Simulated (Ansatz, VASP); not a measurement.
Two plane-wave programs on BaS

The input INCAR:

```
PREC = Accurate ; ENCUT = 600
EDIFF = 1E-7 ; ISMEAR = -1
SIGMA = 0.05 ; LREAL = F
LASPH = T ; NELM = 60
ALGO = Normal ; ISIF = 3
LWAVE = F ; LCHARG = F
GGA = PE ; IVDW = 13
IBRION = 2 ; NSW = 40
EDIFFG = -0.005
```

Contents of KPOINTS:

```
regular mesh
0
Gamma
  7 7 7
```

File POSCAR:

```
BaS
1.0
    0.0000000000      3.1937500000      3.1937500000
    3.1937500000      0.0000000000      3.1937500000
    3.1937500000      3.1937500000      0.0000000000
Ba S
1 1
Direct
    0.0000000000      0.0000000000      0.0000000000
    0.5000000000      0.5000000000      0.5000000000
```

input.yaml

```yaml
crystal:
  lattice:
    - [0.0, 3.19375, 3.19375]
    - [3.19375, 0.0, 3.19375]
    - [3.19375, 3.19375, 0.0]
  atoms:
    - { symbol: Ba, position: [0.0, 0.0, 0.0] }
    - { symbol: S, position: [0.5, 0.5, 0.5] }
hamiltonian:
  xc: pbe
  pseudopotentials: { kind: paw }
  dispersion: d4
kpoints:
  mp_grid: { grid: [7, 7, 7] }
scf:
  occupations: { method: fermi_dirac, width: 0.05 }
output:
  forces: true
  stress: true
  write_density: true
  write_potential: true
  elf: true
  volumetric_format: npy
relax:
  f_tol: 0.01
  max_steps: 40
  cell: { stress_tol: 0.05 }
```

Alike in both runs: task relaxation of cell and atoms; functional PBE; dispersion D4; k mesh 7 × 7 × 7; occupations fermi-dirac, width 0.05 eV; no spin polarisation.

|  | VASP | Ansatz |
| --- | --- | --- |
| version | VASP 6.6.1 | Ansatz 0.2.0 |
| potentials or method | VASP PAW PBE potentials, release 64 (Ba_sv, S) | Ansatz PAW |
| plane-wave cutoff (eV) | 600 | 420 |
| valence electrons in the cell | 16 | 16 |

|  | VASP | Ansatz | Ansatz less VASP |
| --- | --- | --- | --- |
| gap on the k mesh at the Fermi level, each at its own relaxed structure (eV) | 2.17 | 2.25 | +0.076 |
| relaxed volume (Å³/atom) | 32.74 | 32.29 | -0.449 |
| relaxed cell length with the largest relative difference (Å) | 4.524 | 4.503 | -0.0208 |

Caveats: spin-orbit coupling is left out, which moves the levels of the heavy elements; an odd mesh through Γ misses points on the zone boundary, where band edges often lie (VASP); odd divisions of the mesh miss points on the zone boundary, where band edges often lie, so the gap on the mesh can be too wide (Ansatz); the plane-wave basis is chosen anew once the cell has moved, so the energies of steps on either side of that aren't comparable (Ansatz). Zero-point motion and thermal expansion aren't in these numbers.
